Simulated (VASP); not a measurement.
# GeSb₂Te₄: molecular dynamics at constant energy

GeSb₂Te₄, I-4m2 (no. 119), 14 atoms in the cell. PBE, molecular dynamics; PAW potentials Te, Sb, Ge (PBE set).

Ensemble: NVE; Starting temperature (K): 1600.

## Input

INCAR:
```
SYSTEM = GeSb2Te4
GGA = PE
PREC = Normal
ENCUT = 200
EDIFF = 1E-6
NELMIN = 4
NELM = 60
ALGO = Normal
LREAL = Auto
LASPH = .True.
ISMEAR = 0
SIGMA = 0.05
ISYM = 0
LWAVE = .False.
LCHARG = .False.
IBRION = 0
NSW = 60
POTIM = 3.0
TEBEG = 1600
ISIF = 2
RANDOM_SEED = 765945 0 0
MDALGO = 1
ANDERSEN_PROB = 0.0
KPAR = 2
```

KPOINTS:
```
k-points
0
Monkhorst-Pack
  2 2 1
```

POSCAR:
```
GeSb2Te4
1.0
    6.1191500000      0.0000000000      0.0000000000
    0.0000000000      6.1191500000      0.0000000000
    0.0000000000      0.0000000000     12.1028300000
Te Sb Ge
8 4 2
Direct
    0.5000000000      0.5000000000      0.2518380000
    0.0000000000      0.5000000000      0.4983800000
    0.0000000000      0.0000000000      0.2481620000
    0.0000000000      0.5000000000      0.0016200000
    0.0000000000      0.0000000000      0.7518380000
    0.5000000000      0.0000000000      0.9983800000
    0.5000000000      0.5000000000      0.7481620000
    0.5000000000      0.0000000000      0.5016200000
    0.5000000000      0.0000000000      0.2500000000
    0.5000000000      0.5000000000      0.0000000000
    0.0000000000      0.5000000000      0.7500000000
    0.0000000000      0.0000000000      0.5000000000
    0.0000000000      0.0000000000      0.0000000000
    0.5000000000      0.5000000000      0.5000000000
```

Commands:
```
cat potpaw_PBE.64/Te/POTCAR potpaw_PBE.64/Sb/POTCAR potpaw_PBE.64/Ge/POTCAR > POTCAR
mpirun -np 2 vasp_std > vasp.out
```

## Result

- Rise of the mean potential energy above the start (meV/atom): 43.0
- Mean temperature (K): 1243
- Electronic steps per ionic step after the first: 4.1

Course of the run:

| Time (fs) | Temperature (K) | Potential energy less the first (meV/atom) |
|---|---|---|
| 3 | 1601 | 0.0 |
| 18 | 1592 | 1.1 |
| 30 | 1523 | 9.3 |
| 45 | 1289 | 37.4 |
| 57 | 1053 | 65.8 |
| 72 | 967 | 76.1 |
| 84 | 1067 | 64.0 |
| 99 | 1178 | 50.8 |
| 111 | 1227 | 44.9 |
| 126 | 1255 | 41.5 |
| 138 | 1238 | 43.6 |
| 153 | 1194 | 48.9 |
| 165 | 1164 | 52.5 |
| 180 | 1128 | 56.8 |

The mean temperature lies below the starting 1600 K, since the atoms start on their sites and part of their kinetic energy turns into potential energy.

REPORT:
```
MDALGO =   1
         ANDERSEN_PROB =  0.00000000
               SCALING =       0
                 CNEXP =     9.000   14.000
           RANDOM_SEED =            765945                0                0

   original number of atomic DOF:         39
   number of independent constraints:      0
   number of active DOF:                  39

========================================
         MD step No.       1
========================================

  Atomic velocities initialized by STEP_tb

  >Energies
                    E_tot             E_pot             E_kin               EPS                ES
   e_b>   -0.49305344E+02   -0.51995625E+02    0.26902812E+01    0.00000000E+00    0.00000000E+00

  >Temperature
               T_sim     T_inst
   tmprt>   1600.000   1600.986

  >Thermostat, num. of collisions:                0

           RANDOM_SEED =            765945              168                0

[... steps left out ...]

========================================
         MD step No.      60
========================================

  >Energies
                    E_tot             E_pot             E_kin               EPS                ES
   e_b>   -0.49305654E+02   -0.51200913E+02    0.18952585E+01    0.00000000E+00    0.00000000E+00

  >Temperature
               T_sim     T_inst
   tmprt>   1600.000   1127.868

  >Thermostat, num. of collisions:                0

           RANDOM_SEED =            765945             5124                0
```

OSZICAR:
```
N       E                     dE             d eps       ncg     rms          rms(c)
DAV:   1     0.224493120022E+03    0.22449E+03   -0.15578E+04   184   0.617E+02
DAV:   2    -0.319536576636E+02   -0.25645E+03   -0.25074E+03   220   0.147E+02
DAV:   3    -0.525423284732E+02   -0.20589E+02   -0.20374E+02   224   0.431E+01
DAV:   4    -0.530938410845E+02   -0.55151E+00   -0.54953E+00   248   0.783E+00
DAV:   5    -0.531068520512E+02   -0.13011E-01   -0.13004E-01   226   0.119E+00    0.139E+01
DAV:   6    -0.520609590265E+02    0.10459E+01   -0.20807E+00   208   0.463E+00    0.955E+00
DAV:   7    -0.520593066337E+02    0.16524E-02   -0.26369E+00   224   0.457E+00    0.170E+00
DAV:   8    -0.519924593309E+02    0.66847E-01   -0.75252E-01   224   0.269E+00    0.244E+00
DAV:   9    -0.519980916463E+02   -0.56323E-02   -0.39269E-02   224   0.744E-01    0.149E+00
DAV:  10    -0.519958302626E+02    0.22614E-02   -0.70669E-03   280   0.272E-01    0.484E-01
DAV:  11    -0.519955527064E+02    0.27756E-03   -0.40376E-03   216   0.177E-01    0.208E-01
DAV:  12    -0.519955969615E+02   -0.44255E-04   -0.30605E-04   208   0.618E-02    0.108E-01
[... left out ...]
     58 T=  1143. E= -.49305668E+02 F= -.51226347E+02 E0= -.51226347E+02  EK= 0.19207E+01 SP= 0.00E+00 SK= 0.00E+00
     59 T=  1136. E= -.49305675E+02 F= -.51214055E+02 E0= -.51214055E+02  EK= 0.19084E+01 SP= 0.00E+00 SK= 0.00E+00
[... last step whole ...]
       N       E                     dE             d eps       ncg     rms          rms(c)
DAV:   1    -0.512009002776E+02    0.13155E-01   -0.20002E-02   232   0.156E+00    0.860E-03
DAV:   2    -0.512009125759E+02   -0.12298E-04   -0.11507E-04   196   0.362E-02    0.666E-03
DAV:   3    -0.512009126585E+02   -0.82604E-07   -0.36384E-06   184   0.651E-03    0.459E-03
DAV:   4    -0.512009125430E+02    0.11551E-06   -0.33917E-07   128   0.232E-03
     60 T=  1128. E= -.49305654E+02 F= -.51200913E+02 E0= -.51200913E+02  EK= 0.18953E+01 SP= 0.00E+00 SK= 0.00E+00
```

Limits: 180 fs of 14 atoms are too short for converged averages.

VASP 6.6.1 took 599 s on 2 cores (AMD EPYC 7R43 (Zen 3)), a shared host.
